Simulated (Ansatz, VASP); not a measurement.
# PtSe2 (Sudovikovite): VASP beside Ansatz

Contents of INCAR:

```
SYSTEM = PtSe2
ALGO = Normal
EDIFF = 1E-6
ENCUT = 520
GGA = PE
ISIF = 2
ISMEAR = -1
LASPH = .TRUE.
LCHARG = .TRUE.
LELF = .TRUE.
LREAL = .FALSE.
LVHAR = .TRUE.
LWAVE = .FALSE.
NBANDS = 18
NELM = 60
PREC = Accurate
SIGMA = 0.05
```

File KPOINTS:

```
k-points
0
G
  5 5 3
  0 0 0
```

File POSCAR:

```
PtSe2
1.0
    3.7240000000      0.0000000000      0.0000000000
   -1.8620000000      3.2250786037      0.0000000000
    0.0000000000      0.0000000000      5.0620000000
Pt Se
1 2
Direct
    0.0000000000      0.0000000000      0.0000000000
    0.6666666667      0.3333333333      0.7500000000
    0.3333333333      0.6666666667      0.2500000000
```

Contents of input.yaml:

```yaml
crystal:
  lattice:
    - [3.724, 0.0, 0.0]
    - [-1.862, 3.2250786037, 0.0]
    - [0.0, 0.0, 5.062]
  atoms:
    - { symbol: Pt, position: [0.0, 0.0, 0.0] }
    - { symbol: Se, position: [0.6666666667, 0.3333333333, 0.75] }
    - { symbol: Se, position: [0.3333333333, 0.6666666667, 0.25] }
hamiltonian:
  xc: pbe
  pseudopotentials: { kind: paw }
kpoints:
  mp_grid: { grid: [5, 5, 3] }
scf:
  occupations: { method: fermi_dirac, width: 0.05 }
output:
  forces: true
  stress: true
  eigenvalues: true
  write_density: true
  write_potential: true
  elf: true
  volumetric_format: npy
```

Alike in both runs: task single point; functional PBE; k mesh 5 × 5 × 3; occupations fermi-dirac, width 0.05 eV; no spin polarisation.

```csv
,VASP,Ansatz
version,VASP 6.6.1,Ansatz 0.2.0
potentials or method,"VASP PAW PBE potentials, release 64 (Pt, Se)",Ansatz PAW
plane-wave cutoff (eV),520,420
valence electrons in the cell,22,50
```

|  | VASP | Ansatz | Ansatz less VASP |
| --- | --- | --- | --- |
| gap on the k mesh at the Fermi level (eV) | none | none | - |
| pressure (GPa) | 7.2 | 7.2 | 0.00 |
| largest component of the traceless stress (GPa) | 1.75 | 1.74 | -0.008 |
| rms of the force components (eV/Å) | 0.246 | 0.243 | -0.0024 |

Atom by atom the forces differ by 0.002 eV/Å (rms over components). A gap of «none» marks a metal or a gap that the smearing closes. The two sets of potentials don't hold the same shells in valence.

Caveats: the k mesh is coarse (spacing up to 0.41 Å⁻¹), so the values aren't converged. The runs have no spin-orbit coupling, so splittings on Pt are missing.
